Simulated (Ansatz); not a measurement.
## Energy landscape near a KCl structure

Computed with Ansatz, DFT PBEsol, scalar-relativistic, plane waves, PAW.

Plane waves to 420 eV, a k mesh through Γ of 6×6×6 on the computed 2-atom cell and Gaussian smearing (0.02 eV); no spin polarisation.

Reference cell:

```yaml
crystal:
  lattice:
    - [0.00000, 3.15610, 3.15610]
    - [3.15610, 0.00000, 3.15610]
    - [3.15610, 3.15610, 0.00000]
  atoms:
    - { symbol: K, position: [0.00000, 0.00000, 0.00000] }
    - { symbol: Cl, position: [0.50000, 0.50000, 0.50000] }
```

Each variant moves atoms of this cell by the vectors given, if any (Å), and then applies a symmetric strain (tensor components, Cartesian axes). The reference cell isn't relaxed at this level. Energies are per atom at zero smearing, counted from the lowest variant. Pressure is positive in compression.

1. strain (xx yy zz yz xz xy, %) 3.97 3.97 3.97 4.00 -4.00 4.00
2. strain (xx yy zz yz xz xy, %) 0.01 -1.11 -0.21 1.00 0.53 -0.23; moves: K1 (-0.001, -0.032, -0.051); Cl2 (0.001, 0.032, 0.051)
3. strain (xx yy zz yz xz xy, %) -0.35 -0.60 0.14 -0.76 -1.00 0.31; moves: K1 (-0.017, -0.019, 0.016); Cl2 (0.017, 0.019, -0.016)
4. strain (xx yy zz yz xz xy, %) -1.53 -1.53 -1.53 0.00 0.00 0.00
5. strain (xx yy zz yz xz xy, %) 0.67 0.67 0.67 0.00 0.00 0.00
6. no strain; moves: Cl2 (0.000, 0.225, 0.000)
7. strain (xx yy zz yz xz xy, %) 0.94 0.94 0.94 0.00 0.00 0.00
8. strain (xx yy zz yz xz xy, %) 2.40 2.40 2.40 0.00 0.00 0.00
9. strain (xx yy zz yz xz xy, %) 3.18 3.18 3.18 -4.00 -4.00 -4.00; moves: K1 (-0.144, -0.144, -0.144); Cl2 (0.144, 0.144, 0.144)

```
variant  ΔE (meV/atom) P (GPa) largest force (eV/Å) gap on mesh (eV) space group
      1           44.0    -1.94                  0.00              4.50         R-3m
      2            5.3    -0.24                  0.15              5.02           P1
      3            2.3    -0.40                  0.07              5.00           P1
      4            0.0     0.26                  0.00              5.15        Fm-3m
      5            4.3    -0.85                  0.00              4.94        Fm-3m
      6           16.8    -0.21                  0.30              5.01         I4mm
      7            5.7    -0.96                  0.00              4.91        Fm-3m
      8           16.7    -1.48                  0.00              4.79        Fm-3m
      9           65.8    -0.97                  0.25              4.58          R3m
```